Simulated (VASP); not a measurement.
# KCl (Sylvite): single point with PBE

**What was measured.**

A printed reference work, monograph reports, for a bulk crystal of KCl: band gap 8.68 eV.

The system is KCl (Sylvite).

```xyz
2
Lattice="0.0000 3.1673 3.1673 3.1673 0.0000 3.1673 3.1673 3.1673 0.0000" Properties=species:S:1:pos:R:3 pbc="T T T"
K     0.0000    0.0000    0.0000
Cl    3.1673    3.1673    3.1673
```

```json
{
 "Program": "VASP 6.6.1",
 "Task": "single point",
 "Functional": "PBE",
 "Potentials or basis": "VASP PAW PBE potentials, release 64 (K_sv, Cl)",
 "Cutoff": "520 eV",
 "k mesh": "7 × 7 × 7",
 "Occupations": "fermi-dirac, width 0.05 eV",
 "Spin": "no spin polarisation"
}
```

```json
{
  "Pressure": "0.4 GPa",
  "Band gap on the k mesh": "5.12 eV, direct"
}
```

Levels at points of the mesh, in eV from the valence-band top:
```tsv
k point	band 5	band 6	band 7	band 8	band 9	band 10	band 11	band 12
(0.00, 0.00, 0.00)	-10.71	0.00	0.00	0.00	5.12	8.37	8.37	8.37
```

Run time: 27 s on 1 thread of Intel(R) Xeon(R) Platinum 8259CL CPU @ 2.50GHz (Skylake/Cascade Lake), with other jobs on the host, peak memory 0.2 GiB.

Against the measured gap of KCl, 8.68 eV (a printed reference work, monograph), the calculated 5.12 eV is off by -3.56 eV. The value is that of PBE on a finite k mesh, which can miss the band edges, without temperature or zero-point motion. Semilocal functionals fall short of measured gaps as a rule.
